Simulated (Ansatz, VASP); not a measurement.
**FeO in VASP and in Ansatz**

```
CELL_PARAMETERS angstrom
0.00000 2.33326 2.33326
2.33326 0.00000 2.33326
2.33326 2.33326 0.00000
ATOMIC_POSITIONS crystal
Fe 0.00000 0.00000 0.00000
O 0.25000 0.25000 0.25000
```

The cell comes from a database or a generator and needn't be the stable form of this composition.

Alike in both runs: task single point; functional PBE; k mesh 10 × 10 × 10; occupations fermi-dirac, width 0.05 eV; collinear spin.

```csv
,VASP,Ansatz
version,VASP 6.6.1,Ansatz 0.2.0
potentials or method,"VASP PAW PBE potentials, release 64 (Fe, O)",Ansatz PAW
plane-wave cutoff (eV),520,420
valence electrons in the cell,14,22
```

Ansatz gave:

| Quantity | Value |
| --- | --- |
| gap on the k mesh at the Fermi level (eV) | none |
| pressure (GPa) | -5.6 |
| net moment per atom (μB) | 2.01 |
| size of the moment on the site where the two differ most (μB) | 3.34 |

Task: Estimate VASP's values.

Result: gap on the k mesh at the Fermi level (eV): none; pressure (GPa): -5.4; net moment per atom (μB): 2.01; size of the moment on the site where the two differ most (μB): 3.61.

Site moments also hang on the region over which each program counts them. A gap of «none» marks a metal or a gap that the smearing closes. With one functional, cell and mesh, what is left measures potentials, basis and numerics. The two sets of potentials don't hold the same shells in valence.

Caveats: a cell with one magnetic atom can't hold antiferromagnetic order, which such compounds often take; semilocal functionals often make such compounds metallic where correlation or magnetic order opens a gap, which also shifts bond lengths; the pressure holds a Pulay correction of +0.5 GPa for the finite cutoff (Ansatz).
